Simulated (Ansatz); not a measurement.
# C (Fd-3m) in Ansatz: a series of runs

Aim: see how the results for C move with the level of theory and the settings. Levels: PBEsol, m-r2SCAN. Tasks: band structure, Born charges and dielectric tensor, single point, equation of state.

Everything below comes from runs of Ansatz 0.2.0. Logs are shortened: lines on timing, memory, paths and dates and some standing lists are left out, and cuts for length are marked.

**The experiment to reproduce.**

“Equation of state of cubic boron nitride at high pressures and temperatures”, 2007, arxiv:cond-mat/0702656 quotes, for a bulk crystal of C: bulk modulus 442 ± 5 GPa.

How close the calculation comes is told below.

### 1 Starting point

It takes space group Fd-3m (No. 227, cubic). Conventional cell: a = 3.567 Å, b = 3.567 Å, c = 3.567 Å, α = 90.00°, β = 90.00°, γ = 90.00°. Around C (site symmetry -43m) lie 4 C at 1.54 Å.

This isn't the form of C at room conditions, which is graphite.

### 2 Band structure, PBEsol

The input, input.yaml:

```yaml
crystal:
  lattice:
    - [0.0, 1.78337, 1.78337]
    - [1.78337, 0.0, 1.78337]
    - [1.78337, 1.78337, 0.0]
  atoms:
    - { symbol: C, position: [0.75, 0.75, 0.75] }
    - { symbol: C, position: [0.5, 0.5, 0.5] }
hamiltonian:
  xc: pbesol
  pseudopotentials: { kind: paw }
kpoints:
  mp_grid: { grid: [13, 13, 13] }
  band_path:
    path:
      - [[0.0, 0.0, 0.0], [0.5, 0.0, 0.5], [0.5, 0.25, 0.75], [0.375, 0.375, 0.75], [0.0, 0.0, 0.0], [0.5, 0.5, 0.5], [0.625, 0.25, 0.625], [0.5, 0.25, 0.75], [0.5, 0.5, 0.5], [0.375, 0.375, 0.75]]
      - [[0.625, 0.25, 0.625], [0.5, 0.0, 0.5]]
    npoints: 14
scf:
  occupations: { method: fermi_dirac, width: 0.05 }
  n_extra_bands: 6
output:
  forces: true
  stress: true
  eigenvalues: true
  fatbands: false
```

Potentials or basis: Ansatz PAW.

Launch:

```sh
$ ansatz run input.yaml --threads 2 --pin off --max-ram 5120MiB --backend cpu --events-out ev --progress --plain --runs-dir out
```

Output:

```text
Warning: RAYON_NUM_THREADS=2 ignored (pool sized by the plan → 2); use --threads N
scf.n_extra_bands = 6 over 4 filled bands (N_el = 8.0): the run solves 10 bands
Engine: ansatz 0.2.0, x86_64-unknown-linux-gnu
Pseudopotentials: kind: paw
Pseudopotential: C, paw, valence charge 4, recommended cutoff 420 eV (normal), C.paw.azcp
Functional definition: PBEsol
  exchange = pbesol_x
  correlation = pbesol_c
Crystal: 2 atoms, lattice volume = 11.344 Å³
Basis set: ecut = 420 eV, 229 PW (Γ), exchange–correlation on 36×36×36 points (8 copies of the dense FFT grid, shifted against one another)
Bands: 10, of which v1, the nominal top of the filled ones, is band 4 counted from 1 (3 counted from 0)
Symmetry: 48 space group operations
Space group: Fd-3m (ITA 227), of the structure as read, at distance tolerance 2.2e-5 Å
k-points: 84 of 2197
Non-local potential: C, projectors of the file, l = 0: 2, l = 1: 2, l = 2: 1
PAW form: soft (Blöchl's): semilocal exchange-correlation on the pseudo side does not see the compensation charge
PAW frozen core: C, regenerated for the run's functional, and the local potential with it (the file was generated under x = pbe(κ = 0.804, μ = 0.2195149727645171), c = pbe(β = 0.06672455060314922))
PAW one-centre angular grid: C, 110 points (default); XC on 64 Gauss nodes
Initial density: superposition of atomic densities (neutral atoms: chi_scale 0, normalization atom), corrected by the library's trained network
Initial wavefunctions: pseudopotential atomic-orbital guess
Functional: x = pbesol(κ = 0.804, μ = 0.12345679012345678), c = pbesol(β = 0.046)
SCF iter   1: F=—  HF=-493.334806 eV  |F-HF|=—  |Δ(HF+E_count)|=         —  Δρ=5.36e-3  dr2=2.68e-3  ethr=1.77e-3  ⟨swp⟩=4.7  Hψ=4865  notcnv=0  defer=2
preconditioner: auto → none  [insulator: Δε(μ)=3.992 eV  Ē_g=23.124 eV  σ=0.050 eV  W_gap=1.00  n_scr=0 (ndim 8)  ℏωp=31.2 eV  f_vac=0.000  D(μ)=0.00/eV (n_scr^D=0)  ε∞_Penn≈2.8]
SCF iter   2: F=—  HF=-493.334134 eV  |F-HF|=—  |Δ(HF+E_count)|=   6.71e-4  Δρ=2.21e-3  dr2=4.57e-4  ethr=3.35e-5  ⟨swp⟩=1.0  Hψ=1515  notcnv=0  defer=47
SCF iter   3: F=—  HF=-493.334049 eV  |F-HF|=—  |Δ(HF+E_count)|=   8.51e-5  Δρ=2.04e-4  dr2=2.76e-6  ethr=5.72e-6  ⟨swp⟩=2.0  Hψ=1018  notcnv=0  defer=47
SCF iter   4: F=—  HF=-493.334050 eV  |F-HF|=—  |Δ(HF+E_count)|=   4.03e-7  Δρ=3.67e-5  dr2=1.01e-7  ethr=3.45e-8  ⟨swp⟩=2.0  Hψ=1019  notcnv=0  defer=47
iter 5 did not close the SCF: its close was put off for the readings that it lacked (scf_convergence_deferred on its scf_iter line)
SCF iter   5: F=-493.334050 eV  HF=-493.334050 eV  |F-HF|=5.93e-10  |Δ(HF+E_count)|=   3.85e-8  Δρ=4.66e-6  dr2=1.30e-9  ethr=1.27e-9  ⟨swp⟩=2.0  Hψ=1018  notcnv=0  defer=47
SCF iter   6: F=-493.334050 eV  HF=-493.334050 eV  |F-HF|=1.71e-13  |Δ(HF+E_count)|=  4.53e-10  Δρ=5.46e-8  dr2=1.46e-13  ethr=1.63e-11  ⟨swp⟩=3.8  Hψ=3477  notcnv=0
SCF 1 converged in 6 iterations: F = -493.334050 eV  dr2 = 1.46e-13
NSCF: frozen V_eff on 142 k-points
SCF converged after 6 iterations
Free energy (F): -493.334050 eV
Harris-Foulkes:  -493.334050 eV  (|F-HF|=1.71e-13)
Internal energy: -493.334050 eV  (E = F + TS)
E sigma→0 (E₀):  -493.334050 eV
Fermi energy:    15.278187 eV
--- Per-component energies (eV) ---
  E_band       = 34.279952
  E_kinetic    = 183.916038
  E_local      = -121.632727  (includes V_loc(G=0)·N_el)
  E_nonlocal   = 53.371220
  E_hartree    = 26.306172
  E_xc         = -96.718894
  E_vxc        = -120.434145  (∫ρ·V_xc dr)
  E_paw        = -190.656715  (= ΣΔE_a)
  E_vpaw       = -13.552796  (= ΣTr[D̂ρ^β])
  E_aug_tail   = 0.000019  (compensation charges beyond the density's cutoff)
  E_ewald      = -347.961363
  E_core_change = 0.042201  (= ΣΔE_core)
  E_smearing   = -0.000000  (= −TS)
  E_closure    = -0.000000  (closes the sum)
  Σ components = -493.334050   (vs F -493.334050, Δ=0.00e0)
--- Forces (eV/Å), atoms counted from 1 ---
  atom   1  C     -0.00000000     0.00000000    -0.00000000
  atom   2  C     -0.00000000     0.00000000     0.00000000
  max |Σ_I F_I| component: 3.70e-17 eV/Å
--- Stress (GPa, compression-positive) ---
       -4.805945       0.000000       0.000000
       -0.000000      -4.805945       0.000000
       -0.000000      -0.000000      -4.805945
  P = ⅓ Tr σ = -4.8059 GPa (-48.059 kbar)
--- Band table (eV; the first three rows and the last of 84) ---
  k-point 0: bands = ["-8.2317", "13.2901", "13.2901", "13.2901", "18.8301", "18.8301", "18.8301", "26.6025", "32.2077", "39.7323"]
  k-point 1: bands = ["-8.0674", "12.2158", "13.0076", "13.0076", "19.1976", "19.1976", "19.4628", "26.7358", "32.4895", "37.6684"]
  k-point 2: bands = ["-7.5763", "9.9367", "12.3733", "12.3733", "20.0269", "20.0269", "20.4880", "27.1214", "33.1179", "36.0768"]
  k-point 83: bands = ["0.5201", "1.9734", "4.5506", "5.5380", "23.3152", "23.4459", "25.3480", "26.6209", "33.5079", "35.2724"]
```

It took 3.6 s on 2 threads of Intel Xeon at 2.50GHz (Skylake/Cascade Lake), shared host; peak memory 0.27 GiB.

Results:

```yaml
Free_energy: -493.3340 eV
Pressure: -4.8 GPa
Band_gap_on_the_k_mesh: 4.02 eV, indirect (least direct gap 5.54 eV)
Band_gap_along_the_path: 4.01 eV, indirect (least direct gap 5.54 eV)
```

Levels at the corners of the path, in eV from the valence-band top:
```
point  band 2  band 3  band 4  band 5  band 6  band 7
    Γ    0.00    0.00    0.00    5.54    5.54    5.54
    X  -12.78   -6.34   -6.34    4.61    4.61   16.77
    W  -11.96   -8.42   -8.42   10.46   10.46   12.29
    K  -11.75   -9.42   -5.40    5.53   10.63   14.32
    Γ    0.00    0.00    0.00    5.54    5.54    5.54
    L  -13.47   -2.82   -2.82    8.39    8.39    8.82
    U  -11.75   -9.42   -5.40    5.53   10.63   14.32
    W  -11.96   -8.42   -8.42   10.46   10.46   12.29
    L  -13.47   -2.82   -2.82    8.39    8.39    8.82
    K  -11.75   -9.42   -5.40    5.53   10.63   14.32
    U  -11.75   -9.42   -5.40    5.53   10.63   14.32
    X  -12.78   -6.34   -6.34    4.61    4.61   16.77
```

Caveat: the pressure holds a Pulay correction of +1.0 GPa for the finite cutoff; the PAW data sets come from PBE, with cores solved anew for the run's functional, which leaves a small shift of forces and pressure.

### 3 Born charges and dielectric tensor, PBEsol

The input, input.yaml:

```yaml
crystal:
  lattice:
    - [0.0, 1.78337, 1.78337]
    - [1.78337, 0.0, 1.78337]
    - [1.78337, 1.78337, 0.0]
  atoms:
    - { symbol: C, position: [0.75, 0.75, 0.75] }
    - { symbol: C, position: [0.5, 0.5, 0.5] }
hamiltonian:
  xc: pbesol
  pseudopotentials: { kind: paw }
kpoints:
  mp_grid: { grid: [13, 13, 13] }
scf:
  occupations: { method: fixed }
output:
  eigenvalues: true
dielectric:
  method: response
```

Potentials or basis: Ansatz PAW.

Launch:

```sh
$ ansatz run input.yaml --threads 2 --pin off --max-ram 5120MiB --backend cpu --events-out ev --progress --plain --runs-dir out
```

Output:

```text
Warning: RAYON_NUM_THREADS=2 ignored (pool sized by the plan → 2); use --threads N
Engine: ansatz 0.2.0, x86_64-unknown-linux-gnu
Pseudopotentials: kind: paw
Pseudopotential: C, paw, valence charge 4, recommended cutoff 420 eV (normal), C.paw.azcp
Functional definition: PBEsol
  exchange = pbesol_x
  correlation = pbesol_c
Crystal: 2 atoms, lattice volume = 11.344 Å³
Basis set: ecut = 420 eV, 229 PW (Γ), exchange–correlation on 40×40×40 points (8 copies of the dense FFT grid, shifted against one another)
Bands: 8, of which v1, the nominal top of the filled ones, is band 4 counted from 1 (3 counted from 0)
Symmetry: 48 space group operations
k-points: 196 of 2197 (irreducible under 8 space group operations, time reversal used)
Non-local potential: C, projectors of the file, l = 0: 2, l = 1: 2, l = 2: 1
PAW form: soft (Blöchl's): semilocal exchange-correlation on the pseudo side does not see the compensation charge
PAW frozen core: C, regenerated for the run's functional, and the local potential with it (the file was generated under x = pbe(κ = 0.804, μ = 0.2195149727645171), c = pbe(β = 0.06672455060314922))
PAW one-centre angular grid: C, 110 points (default); XC on 64 Gauss nodes
Initial density: superposition of atomic densities (neutral atoms: chi_scale 0, normalization atom), corrected by the library's trained network
Initial wavefunctions: pseudopotential atomic-orbital guess
[... 46 lines left out ...]
  Σ components = -493.334050   (vs F -493.334050, Δ=0.00e0)
--- Band table (eV; the first three rows and the last of 196) ---
  k-point 0: bands = ["-8.2317", "13.2901", "13.2901", "13.2901", "18.8301", "18.8301", "18.8301", "26.6025"]
  k-point 1: bands = ["-8.0674", "12.2158", "13.0076", "13.0076", "19.1976", "19.1976", "19.4628", "26.7358"]
  k-point 2: bands = ["-7.5763", "9.9367", "12.3733", "12.3733", "20.0269", "20.0269", "20.4880", "27.1214"]
  k-point 195: bands = ["0.5201", "1.9734", "4.5506", "5.5380", "23.3152", "23.4459", "25.3480", "26.6209"]
--- Dielectric response (ions clamped): 3 representative field directions + reference, inside a basis on a mesh of 2744 k-points (Σ response iterations 12) ---
  ε∞ (high-frequency dielectric tensor):
        5.885273     0.000000     0.000000
        0.000000     5.885273     0.000000
        0.000000     0.000000     5.885273
  Born effective charges Z* (e; rows j = field, columns β = displacement):
    site 0:
         0.00000   -0.00000   -0.00000
        -0.00000    0.00000   -0.00000
        -0.00000    0.00000    0.00000
    site 1:
        -0.00000    0.00000    0.00000
         0.00000    0.00000    0.00000
         0.00000   -0.00000    0.00000
  Z* charge neutrality: 5.831e-4 e pre-enforcement
  solved inside a basis spanned on kpoints, on 14×14×14 k-points, its susceptibility summed on 20×20×20: ε∞ is read to err by 1.6e-2, Z* by 4.4e-3 e (field_mesh: kpoints solves on kpoints)
```

Run time: 44 s. Hardware: 2 threads of Intel Xeon at 2.50GHz (Skylake/Cascade Lake), shared host; peak memory 0.49 GiB.

Results:

* Free energy: -493.3340 eV
* Band gap on the k mesh: 4.02 eV, indirect (least direct gap 5.54 eV)
* Electronic dielectric tensor (diagonal): 5.89
* Born charges (mean of the diagonal): C +0.00 e

Levels at points of the mesh, in eV from the valence-band top:
| k point | band 1 | band 2 | band 3 | band 4 | band 5 | band 6 | band 7 | band 8 |
| --- | --- | --- | --- | --- | --- | --- | --- | --- |
| (0.00, 0.00, 0.00) | -21.52 | 0.00 | 0.00 | 0.00 | 5.54 | 5.54 | 5.54 | 13.31 |

Electronic dielectric tensor:
```
5.89 0.00 0.00
0.00 5.89 0.00
0.00 0.00 5.89
```

Born effective charge tensors (e):
atom 1, C
```
0.00 0.00 0.00
0.00 0.00 0.00
0.00 0.00 0.00
```
atom 2, C
```
0.00 0.00 0.00
0.00 0.00 0.00
0.00 0.00 0.00
```

Caveat: odd divisions of the mesh miss points on the zone boundary, where band edges often lie, so the gap on the mesh can be too wide; the PAW data sets come from PBE, with cores solved anew for the run's functional, which leaves a small shift of forces and pressure. A k mesh can miss the band edges.

(Continued in part 2 of 2.)
